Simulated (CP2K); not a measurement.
The system is BaTiO3.

```
Ba Ti O
1.0
     3.75276    0.00000    0.00000
    -0.63239    4.48133    0.00000
     0.63945   -0.14515    3.73641
Ba Ti O
1 1 3
Direct
  0.00364 0.99727 0.99850
  0.50025 0.51161 0.51018
  0.99835 0.49282 0.49504
  0.49991 0.50154 0.99454
  0.49786 0.99299 0.49796
```

Base run:

```yaml
Program: CP2K 2026.2
Functional: PBE
Potentials_or_basis: POTENTIAL_UZH Ba GTH-PBE-q10, Ti GTH-PBE-q12, O GTH-PBE-q6; ccGRB-D basis
Density_cutoff: 9524 eV
k_mesh: 7 × 6 × 7
Occupations: fermi-dirac, width 0.05 eV
Spin: no spin polarisation
```

Its results: pressure 23.3 GPa; largest force 0.807 eV/Å.

Q: The run is repeated on the same cell with these changes: potentials or basis from POTENTIAL_UZH Ba GTH-PBE-q10, Ti GTH-PBE-q12, O GTH-PBE-q6; ccGRB-D basis to POTENTIAL_UZH Ba GTH-PBE-q10, Ti GTH-PBE-q12, O GTH-PBE-q6; TZV2P-MOLOPT-PBE-GTH basis; basis sets from Ba ccGRB-D-q10, Ti ccGRB-D-q12, O ccGRB-D-q6 to Ba TZV2P-MOLOPT-PBE-GTH-q10, Ti TZV2P-MOLOPT-PBE-GTH-q12, O TZV2P-MOLOPT-PBE-GTH-q6. What comes out?

A: Pressure 19.2 GPa; largest force 0.737 eV/Å.

Caveats: the basis of atomic orbitals isn't converged, which shifts pressures, moduli and gaps.
